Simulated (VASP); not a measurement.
# HfB2 (P6/mmm) in VASP: a series of runs

The runs below take HfB2 through single point, with PBEsol.

Everything below comes from runs of VASP 6.6.1. Logs are shortened: lines on timing, memory, paths and dates and some standing lists are left out, and cuts for length are marked.

### Step 1. Starting point

The structure is hexagonal, space group P6/mmm (No. 191). Conventional cell: a = 3.140 Å, b = 3.140 Å, c = 3.480 Å, α = 90.00°, β = 90.00°, γ = 120.00°. Hf (site symmetry 6/mmm) is surrounded by 12 B at 2.51 Å. Around B (site symmetry -6m2) lie 3 B at 1.81 Å.

### Step 2. Single point, PBEsol

INCAR

```
SYSTEM = HfB2
  PREC = Accurate
  ENCUT = 900
  EDIFF = 1E-7
  ISMEAR = 1
  SIGMA = 0.1
  LREAL = .FALSE.
  LASPH = .TRUE.
  NELM = 100
  ALGO = Normal
  ISIF = 2
  LWAVE = .FALSE.
  LCHARG = .FALSE.
  GGA = PS
  NBANDS = 12
  ADDGRID = .FALSE.
```

KPOINTS

```
Automatic mesh
0
G
  15 15 12
  0 0 0
```

POSCAR

```
HfB2
1.0
    3.1400000000      0.0000000000      0.0000000000
   -1.5700000000      2.7193197679      0.0000000000
    0.0000000000      0.0000000000      3.4800000000
Hf B
1 2
Direct
    0.0000000000      0.0000000000      0.0000000000
    0.6666666667      0.3333333333      0.5000000000
    0.3333333333      0.6666666667      0.5000000000
```

Potentials or basis: VASP PAW PBE potentials, release 64 (Hf, B).

Command:

```sh
> cat potpaw_PBE.64/Hf/POTCAR potpaw_PBE.64/B/POTCAR > POTCAR
> mpirun -np 1 vasp_std > vasp.out
```

OUTCAR:

```text
SYSTEM = HfB2
   PREC = Accurate
   ENCUT = 900
   EDIFF = 1E-7
   ISMEAR = 1
   LREAL = .FALSE.
   LASPH = .TRUE.
   NELM = 100
   ISIF = 2
   GGA = PS

 Found    189 irreducible k-points:

 Following reciprocal coordinates:
            Coordinates               Weight
  0.000000  0.000000  0.000000      1.000000
  0.066667 -0.000000  0.000000      6.000000
  0.133333  0.000000  0.000000      6.000000
  0.200000  0.000000  0.000000      6.000000
  0.266667  0.000000  0.000000      6.000000
  0.333333  0.000000  0.000000      6.000000
   k-points           NKPTS =    189   k-points in BZ     NKDIM =    189   number of bands    NBANDS=     12
   number of dos      NEDOS =    301   number of ions     NIONS =      3
   total plane-waves  NPLWV =  36864
   dimension x,y,z NGX =    32 NGY =   32 NGZ =   36
   dimension x,y,z NGXF=    64 NGYF=   64 NGZF=   72
   ions per type =               1   2
   NGX,Y,Z   is equivalent  to a cutoff of  16.94, 16.94, 17.20 a.u.
   NGXF,Y,Z  is equivalent  to a cutoff of  33.88, 33.88, 34.40 a.u.
 SYSTEM =  HfB2
   PREC   = accura    normal or accurate (medium, high low for compatibility)
   ISTART =      0    job   : 0-new  1-cont  2-samecut
   ICHARG =      2    charge: 1-file 2-atom 10-const
   ISPIN  =      1    spin polarized calculation?
   LNONCOLLINEAR =      F non collinear calculations
   LSORBIT =      F    spin-orbit coupling
   LASPH  =      T    aspherical Exc in radial PAW
   ENCUT  =  900.0 eV  66.15 Ry    8.13 a.u.   7.68  7.68  8.51*2*pi/ulx,y,z
   NELM   =    100;   NELMIN=  2; NELMDL= -5     # of ELM steps
   EDIFF  = 0.1E-06   stopping-criterion for ELM
   LREAL  =      F    real-space projection
   EDIFFG = 0.1E-05   stopping-criterion for IOM
   NSW    =      0    number of steps for IOM
   IBRION =     -1    ionic relax: 0-MD 1-quasi-New 2-CG
   NFREE  =      0    steps in history (QN), initial steepest desc. (CG)
   ISIF   =      2    stress and relaxation
   ISYM   =      2    0-nonsym 1-usesym 2-fastsym
   POTIM  = 0.5000    time-step for ionic-motion
   TEBEG  =    0.0;   TEEND  =   0.0 temperature during run
   PSTRESS=    0.0 pullay stress
   NELECT =      10.0000    total number of electrons
   NUPDOWN=      -1.0000    fix difference up-down
   EMIN   =  10.00;   EMAX   =-10.00  energy-range for DOS
   EFERMI =   0.00;   METHOD = LEGACY
   ISMEAR =     1;   SIGMA  =   0.10  broadening in eV -4-tet -1-fermi 0-gaus
   EFERMI_NEDOS =   21; number of points for ismear=-14 and -15
   IALGO  =     38    algorithm
   IMIX   =      4    mixing-type and parameters
     AMIX     =   0.40;   BMIX     =  1.00
     AMIX_MAG =   1.60;   BMIX_MAG =  1.00
  volume/ion in A,a.u.               =       9.90        66.84
  Fermi-wavevector in a.u.,A,eV,Ry     =   1.138724  2.151876 17.642568  1.296692
  Thomas-Fermi vector in A             =   2.275428
   LORBIT       =      0    0 simple, 1 ext, 2 COOP (PROOUT), +10 PAW based schemes
   GGA     = PS    functional components
   LHFCALC =     F    Hartree Fock is set to
   AEXX    =    0.0000 exact exchange contribution
   IVDW    =     0    specifies the selected vdW correction
   LEPSILON=     F    determine dielectric tensor
   LRPA    =     F    only Hartree local field effects (RPA)
 non-spin polarized calculation
 Methfessel and Paxton  Order N= 1 SIGMA  =   0.10
  energy-cutoff  :      900.00
  volume of cell :       29.71
 maximum number of plane-waves:      1859
 NGX is ok and might be reduce to    32
   NGX = 15   NGY = 15   NGZ = 17

 number of electron      10.0000000 magnetization

 Free energy of the ion-electron system (eV)
  ---------------------------------------------------
  ext. energy  EPLUGINS =         0.00000000
  ---------------------------------------------------
  free energy    TOTEN  =       -27.93176112 eV

  energy without entropy =      -27.93166484  energy(sigma->0) =      -27.93172903

 E-fermi :   7.8538     XC(G=0): -12.4560

 val. band max:        7.8149453900   @ k =   0.4000   0.1333   0.0000
 cond. band min:       7.8563925580   @ k =   0.0667   0.0667   0.4167
 fundamental gap:      0.0414471680
 Fermi energy:         7.8537879739

 k-point     1 :       0.0000    0.0000    0.0000
  band No.  band energies     occupation
      1      -5.8950      2.00000
      2       4.7864      2.00000
      3       4.9441      2.00000
      4       4.9441      2.00000
      5       5.0537      2.00000
      6      11.8375      0.00000
      7      11.8375      0.00000
      8      12.5014      0.00000
      9      12.5014      0.00000
     10      12.8152      0.00000
     11      12.8152      0.00000
     12      12.8831      0.00000

 k-point     2 :       0.0667   -0.0000    0.0000
  band No.  band energies     occupation
      1      -5.8029      2.00000
      2       4.6644      2.00000
      3       4.8850      2.00000
      4       4.9393      2.00000
      5       4.9679      2.00000
      6      11.6350      0.00000
      7      11.7690      0.00000
      8      11.9344      0.00000
      9      11.9663      0.00000
     10      13.1850      0.00000
     11      13.5074      0.00000
     12      13.6616      0.00000

 k-point     3 :       0.1333    0.0000    0.0000
  band No.  band energies     occupation
      1      -5.5317      2.00000
      2       3.9538      2.00000
      3       4.7457      2.00000
      4       4.9127      2.00000
      5       5.1419      2.00000
      6      10.6631      0.00000
      7      11.5625      0.00000
      8      11.5832      0.00000
      9      12.1862      0.00000
     10      13.6727      0.00000
     11      14.3961      0.00000
     12      14.8970      0.00000

 k-point     4 :       0.2000    0.0000    0.0000
  band No.  band energies     occupation
      1      -5.0953      2.00000
      2       3.0213      2.00000
      3       4.4616      2.00000
      4       4.8431      2.00000
      5       5.4296      2.00000
      6      10.0055      0.00000
      7      11.3279      0.00000
      8      11.5471      0.00000
      9      12.0194      0.00000
     10      13.8470      0.00000
     11      14.9577      0.00000
     12      15.7244      0.00000

 k-point     5 :       0.2667    0.0000    0.0000
  band No.  band energies     occupation
      1      -4.5136      2.00000
      2       2.0026      2.00000
      3       4.1826      2.00000
      4       4.7283      2.00000
      5       5.5296      2.00000
      6       9.9641      0.00000
      7      11.0576      0.00000
      8      11.4101      0.00000
      9      11.8693      0.00000
     10      13.8872      0.00000
     11      15.7382      0.00000
     12      17.2437      0.00000

 k-point     6 :       0.3333    0.0000    0.0000
  band No.  band energies     occupation
      1      -3.8098      2.00000
      2       0.9634      2.00000
      3       3.9519      2.00000
      4       4.5949      2.00000
      5       5.3654      2.00000
      6      10.6460      0.00000
      7      10.7556      0.00000
      8      10.8180      0.00000
      9      12.4335      0.00000
     10      13.8830      0.00000
     11      16.8528      0.00000
     12      18.1909      0.00000

 [... further k-points ...]

------------------------ aborting loop because EDIFF is reached ----------------------------------------

  FORCE on cell =-STRESS in cart. coord.  units (eV):
  Direction    XX          YY          ZZ          XY          YZ          ZX
  --------------------------------------------------------------------------------------
  -------------------------------------------------------------------------------------
  Total       -0.7180066     -0.7180066     -0.8283153      0.0000000      0.0000000      0.0000000
  in kB      -38.7141589    -38.7141589    -44.6618901      0.0000000      0.0000000      0.0000000
  external PRESSURE =     -40.6967360 kB  Pullay stress =       0.0000000 kB

 VOLUME and BASIS-vectors are now :
 -----------------------------------------------------------------------------
  energy-cutoff  :      900.00
  volume of cell :       29.71
      direct lattice vectors                 reciprocal lattice vectors
     3.140000000  0.000000000  0.000000000     0.318471338  0.183869512  0.000000000
    -1.570000000  2.719319768  0.000000000     0.000000000  0.367739025  0.000000000
     0.000000000  0.000000000  3.480000000     0.000000000  0.000000000  0.287356322

 POSITION                                       TOTAL-FORCE (eV/Angst)
 -----------------------------------------------------------------------------------
      0.00000      0.00000      0.00000         0.000000      0.000000      0.000000
      1.57000      0.90644      1.74000         0.000000      0.000000      0.000000
     -0.00000      1.81288      1.74000        -0.000000      0.000000      0.000000
 -----------------------------------------------------------------------------------
    total drift:                               -0.000000      0.000000      0.000000

  FREE ENERGIE OF THE ION-ELECTRON SYSTEM (eV)
  ---------------------------------------------------
  free  energy   TOTEN  =       -27.9317611183 eV

  energy  without entropy=      -27.9316648409  energy(sigma->0) =      -27.93172903
```

Wall time 50 s (1 thread of Intel Xeon Platinum 8559C (Emerald Rapids), shared host); peak memory 0.32 GiB.

These settings aren't checked as converged: the numbers below hold their error.

Results:

| Quantity | Value |
| --- | --- |
| Free energy | -27.9318 eV |
| Pressure | -4.1 GPa |
| Band gap on the k mesh | none (metal or under the smearing width) |

Caveat: the PAW data sets were made with another functional, which shifts forces and pressure a little.

### Step 3. Single point, PBEsol

INCAR is that of step 2.

KPOINTS is that of step 2.

POSCAR

```
HfB2
1.0
    3.1400000000      0.0000000000      0.0000000000
   -1.5700000000      2.7193197679      0.0000000000
    0.0000000000      0.0000000000      3.4800000000
Hf B
1 2
Direct
   -0.0142630000      0.0046330000     -0.0059370000
    0.6696320000      0.3380360000      0.4871880000
    0.3055440000      0.6904850000      0.5067950000
```

Potentials or basis: VASP PAW PBE potentials, release 64 (Hf, B).

Command:

```sh
> cat potpaw_PBE.64/Hf/POTCAR potpaw_PBE.64/B/POTCAR > POTCAR
> mpirun -np 1 vasp_std > vasp.out
```

Wall time 5.4 min (1 thread of Intel Xeon Platinum 8559C (Emerald Rapids), shared host); peak memory 1.2 GiB.

These settings aren't checked as converged: the numbers below hold their error.

Results:

* Free energy: -27.7996 eV
* Pressure: -2.4 GPa
* Largest force: 1.761 eV/Å
* Band gap on the k mesh: none (metal or under the smearing width)

Caveat: the PAW data sets were made with another functional, which shifts forces and pressure a little.

### Step 4. Single point, PBEsol

Edit INCAR of step 3 so:

```diff
@@ -2,3 +2,3 @@
   PREC = Accurate
-  ENCUT = 900
+  ENCUT = 650
   EDIFF = 1E-7
```

KPOINTS

```
Automatic mesh
0
G
  18 18 14
  0 0 0
```

POSCAR

```
HfB2
1.0
    3.1400000000      0.0000000000      0.0000000000
   -1.5700000000      2.7193197679      0.0000000000
    0.0000000000      0.0000000000      3.4800000000
Hf B
1 2
Direct
    0.0000000000      0.0000000000      0.0000000000
    0.6666666667      0.3333333333      0.5000000000
    0.3333333333      0.6666666667      0.5000000000
```

Potentials or basis: VASP PAW PBE potentials, release 64 (Hf, B).

Command:

```sh
> cat potpaw_PBE.64/Hf/POTCAR potpaw_PBE.64/B/POTCAR > POTCAR
> mpirun -np 1 vasp_std > vasp.out
```

OUTCAR:

```text
SYSTEM = HfB2
   PREC = Accurate
   ENCUT = 650
   EDIFF = 1E-7
   ISMEAR = 1
   LREAL = .FALSE.
   LASPH = .TRUE.
   NELM = 100
   ISIF = 2
   GGA = PS

 Found    296 irreducible k-points:

 Following reciprocal coordinates:
            Coordinates               Weight
  0.000000  0.000000  0.000000      1.000000
  0.055556  0.000000  0.000000      6.000000
  0.111111  0.000000  0.000000      6.000000
  0.166667  0.000000  0.000000      6.000000
  0.222222  0.000000  0.000000      6.000000
  0.277778  0.000000  0.000000      6.000000
[... 169 lines left out ...]
  FORCE on cell =-STRESS in cart. coord.  units (eV):
  Direction    XX          YY          ZZ          XY          YZ          ZX
  --------------------------------------------------------------------------------------
  -------------------------------------------------------------------------------------
  Total       -0.7019666     -0.7019666     -0.8907944      0.0000000     -0.0000000     -0.0000000
  in kB      -37.8493026    -37.8493026    -48.0306955      0.0000000     -0.0000000     -0.0000000
  external PRESSURE =     -41.2431002 kB  Pullay stress =       0.0000000 kB

 VOLUME and BASIS-vectors are now :
 -----------------------------------------------------------------------------
  energy-cutoff  :      650.00
  volume of cell :       29.71
      direct lattice vectors                 reciprocal lattice vectors
     3.140000000  0.000000000  0.000000000     0.318471338  0.183869512  0.000000000
    -1.570000000  2.719319768  0.000000000     0.000000000  0.367739025  0.000000000
     0.000000000  0.000000000  3.480000000     0.000000000  0.000000000  0.287356322

 POSITION                                       TOTAL-FORCE (eV/Angst)
 -----------------------------------------------------------------------------------
      0.00000      0.00000      0.00000         0.000000      0.000000     -0.000000
      1.57000      0.90644      1.74000        -0.000000      0.000000      0.000000
     -0.00000      1.81288      1.74000         0.000000     -0.000000     -0.000000
 -----------------------------------------------------------------------------------
    total drift:                                0.000000      0.000000     -0.000000

  FREE ENERGIE OF THE ION-ELECTRON SYSTEM (eV)
  ---------------------------------------------------
  free  energy   TOTEN  =       -27.9298839282 eV

  energy  without entropy=      -27.9297056639  energy(sigma->0) =      -27.92982451
```

stdout:

```text
POSCAR found type information on POSCAR HfB
 POSCAR found :  2 types and       3 ions
 scaLAPACK will be used
 -----------------------------------------------------------------------------
|                                                                             |
|                                                                             |
|     You enforced a specific xc type in the INCAR file but a different       |
|     I HOPE YOU KNOW WHAT YOU ARE DOING!                                     |
|                                                                             |
 -----------------------------------------------------------------------------

 LDA part: xc-table for (Slater+PW92), standard interpolation
 POSCAR, INCAR and KPOINTS ok, starting setup
 FFT: planning ... GRIDC
 FFT: planning ... GRID_SOFT
 FFT: planning ... GRID
 WAVECAR not read
 entering main loop
```

Wall time 58 s (1 thread of Intel Xeon Platinum 8559C (Emerald Rapids), shared host); peak memory 0.29 GiB.

These settings aren't checked as converged: the numbers below hold their error.

What came out:

```
Free energy            : -27.9299 eV
Pressure               : -4.1 GPa
Band gap on the k mesh : none (metal or under the smearing width)
```

Caveat: the PAW data sets were made with another functional, which shifts forces and pressure a little.

### Step 5. Single point, PBEsol

INCAR is that of step 4.

KPOINTS is that of step 4.

POSCAR

```
HfB2
1.0
    3.1400000000      0.0000000000      0.0000000000
   -1.5700000000      2.7193197679      0.0000000000
    0.0000000000      0.0000000000      3.4800000000
Hf B
1 2
Direct
   -0.0142630000      0.0046330000     -0.0059370000
    0.6696320000      0.3380360000      0.4871880000
    0.3055440000      0.6904850000      0.5067950000
```

Command:

```sh
> cat potpaw_PBE.64/Hf/POTCAR potpaw_PBE.64/B/POTCAR > POTCAR
> mpirun -np 1 vasp_std > vasp.out
```

Wall time 7.8 min (1 thread of Intel Xeon Platinum 8559C (Emerald Rapids), shared host); peak memory 1.2 GiB.

These settings aren't checked as converged: the numbers below hold their error.

Results:

```yaml
Free_energy: -27.7994 eV
Pressure: -2.5 GPa
Largest_force: 1.760 eV/Å
Band_gap_on_the_k_mesh: none (metal or under the smearing width)
```

Caveat: the PAW data sets were made with another functional, which shifts forces and pressure a little.

### Step 6. Single point, PBEsol

Edit INCAR of step 5 so:

```diff
@@ -2,6 +2,6 @@
   PREC = Accurate
-  ENCUT = 650
+  ENCUT = 220
   EDIFF = 1E-7
   ISMEAR = 1
-  SIGMA = 0.1
+  SIGMA = 0.15
   LREAL = .FALSE.
```

KPOINTS

```
Automatic mesh
0
G
  6 6 5
  0 0 0
```

POSCAR

```
HfB2
1.0
    3.1400000000      0.0000000000      0.0000000000
   -1.5700000000      2.7193197679      0.0000000000
    0.0000000000      0.0000000000      3.4800000000
Hf B
1 2
Direct
    0.0000000000      0.0000000000      0.0000000000
    0.6666666667      0.3333333333      0.5000000000
    0.3333333333      0.6666666667      0.5000000000
```

Potentials or basis: VASP PAW PBE potentials, release 64 (Hf, B).

Command:

```sh
> cat potpaw_PBE.64/Hf/POTCAR potpaw_PBE.64/B/POTCAR > POTCAR
> mpirun -np 1 vasp_std > vasp.out
```

Wall time 2.7 s (1 thread of Intel Xeon Platinum 8559C (Emerald Rapids), shared host); peak memory 0.11 GiB.

The run converged, but a check on its numbers failed (symmetry, net force, bounds or a known fault of this set-up), so they aren't taken as properties of the crystal.

Caveat: the k mesh is coarse (spacing up to 0.39 Å⁻¹), so the values aren't converged; the cutoff lies under the usual one of these potentials, so the numbers hold a large basis-set error; the PAW data sets were made with another functional, which shifts forces and pressure a little.
